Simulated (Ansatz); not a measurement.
Set up this calculation in Ansatz 0.2.0, as the native input.

```
Task                                : band structure
Functional                          : LDA
Potentials or basis                 : Ansatz PAW
Cutoff                              : 420 eV (not typed: the program's choice for these potentials)
k mesh                              : 7 × 7 × 7
Occupations                         : fermi-dirac, width 0.05 eV
Spin                                : spin-orbit coupling, no magnetisation
Path                                : [["G", "X", "M", "G", "R", "X"], ["M", "R"]]
Points for each segment of the path : 14
```

Crystal: Se.

```
Se
1.0
     2.81056    0.00000    0.00000
     0.00000    2.81056    0.00000
     0.00000    0.00000    2.81056
Se
1
Direct
  0.00000 0.00000 0.00000
```

This isn't the form of Se at room conditions, which is trigonal, of chains.

One way to write it, as run:

input.yaml

```yaml
crystal:
  lattice:
    - [2.81056302, 0.0, 0.0]
    - [0.0, 2.81056302, 0.0]
    - [0.0, 0.0, 2.81056302]
  atoms:
    - { symbol: Se, position: [0.0, 0.0, 0.0] }
hamiltonian:
  xc: lda
  pseudopotentials: { kind: paw_fr }
magnetization:
  noncollinear: true
  spin_orbit: true
kpoints:
  mp_grid: { grid: [7, 7, 7] }
  band_path:
    path:
      - [[0.0, 0.0, 0.0], [0.0, 0.5, 0.0], [0.5, 0.5, 0.0], [0.0, 0.0, 0.0], [0.5, 0.5, 0.5], [0.0, 0.5, 0.0]]
      - [[0.5, 0.5, 0.0], [0.5, 0.5, 0.5]]
    npoints: 14
scf:
  occupations: { method: fermi_dirac, width: 0.05 }
  n_extra_bands: 6
output:
  forces: true
  stress: true
  eigenvalues: true
  fatbands: true
```

Potentials or basis: Ansatz PAW.

Run with:

```bash
$ ansatz run input.yaml --threads 2 --pin off --max-ram 5632MiB --backend cpu --events-out ev --progress --plain --runs-dir out
```

Results of the run:

```
Pressure               : -3.5 GPa
Band gap on the k mesh : none (metal or under the smearing width)
```

Caveat: the PAW data sets come from PBE, with cores solved anew for the run's functional, which leaves a small shift of forces and pressure.

It took 3.9 s on 2 threads of Arm Neoverse V1, on a shared host, peak memory 0.32 GiB.
